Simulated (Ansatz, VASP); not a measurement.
Two plane-wave programs on WSe2

INCAR

```
SYSTEM = WSe2
ALGO = Normal
EDIFF = 1E-6
ENCUT = 520
GGA = PS
ISIF = 2
ISMEAR = 0
IVDW = 12
LASPH = .TRUE.
LCHARG = .FALSE.
LREAL = .FALSE.
LWAVE = .FALSE.
NBANDS = 35
NELM = 100
PREC = Accurate
SIGMA = 0.05
```

KPOINTS

```
k-points
0
G
  12 12 4
  0 0 0
```

The input POSCAR:

```
WSe2
1.0
    3.1012375506      0.0000000000      0.0000000000
   -1.5506187753      2.6857505020      0.0000000000
    0.0000000000      0.0000000000     12.4145017028
W Se
2 4
Direct
    0.3333333333      0.6666666667      0.2500000000
    0.6666666667      0.3333333333      0.7500000000
    0.3333333333      0.6666666667      0.6145805872
    0.6666666667      0.3333333333      0.1145805872
    0.3333333333      0.6666666667      0.8854194128
    0.6666666667      0.3333333333      0.3854194128
```

Input for Ansatz:

```yaml
crystal:
  lattice:
    - [3.1012375506, 0.0, 0.0]
    - [-1.5506187753, 2.685750502, 0.0]
    - [0.0, 0.0, 12.4145017028]
  atoms:
    - { symbol: W, position: [0.3333333333, 0.6666666667, 0.25] }
    - { symbol: W, position: [0.6666666667, 0.3333333333, 0.75] }
    - { symbol: Se, position: [0.3333333333, 0.6666666667, 0.6145805872] }
    - { symbol: Se, position: [0.6666666667, 0.3333333333, 0.1145805872] }
    - { symbol: Se, position: [0.3333333333, 0.6666666667, 0.8854194128] }
    - { symbol: Se, position: [0.6666666667, 0.3333333333, 0.3854194128] }
basis:
  ecutwfc: 420
kpoints:
  mp_grid: { grid: [12, 12, 4] }
hamiltonian:
  xc: pbesol
  dispersion: d3bj
scf:
  occupations: { method: gaussian, width: 0.05 }
output:
  forces: true
  stress: true
  eigenvalues: true
```

Change from the starting cell: strain -0.0400 x Voigt [1, 1, 0, 0, 0, 0], atoms carried along.

Alike in both runs: task single point; functional PBEsol; dispersion D3(BJ); k mesh 12 × 12 × 4; occupations gaussian, width 0.05 eV; no spin polarisation.

|  | VASP | Ansatz |
| --- | --- | --- |
| version | VASP 6.6.1 | Ansatz 0.2.0 |
| potentials or method | VASP PAW PBE potentials, release 64 (W_sv, Se) | scalar-relativistic, plane waves, PAW |
| plane-wave cutoff (eV) | 520 | 420 |
| valence electrons in the cell | 52 | 92 |

|  | VASP | Ansatz | Ansatz less VASP |
| --- | --- | --- | --- |
| gap on the k mesh at the Fermi level (eV) | 0.75 | 0.76 | +0.007 |
| least direct gap on the mesh (eV) | 1.48 | 1.48 | +0.002 |
| pressure (GPa) | 15.5 | 14.8 | -0.74 |
| largest component of the traceless stress (GPa) | 3.58 | 3.75 | +0.170 |
| rms of the force components (eV/Å) | 0.521 | 0.481 | -0.0397 |

Atom by atom the forces differ by 0.040 eV/Å (rms over components). The two sets of potentials don't hold the same shells in valence.

Caveats: so large a pressure means that the cell lies far from this level's equilibrium, or that cutoff or potentials fall short (VASP); the potentials were made for another functional, which shifts forces and pressure (VASP); spin-orbit coupling is left out, which moves the levels of the heavy elements. A k mesh can miss the band edges.
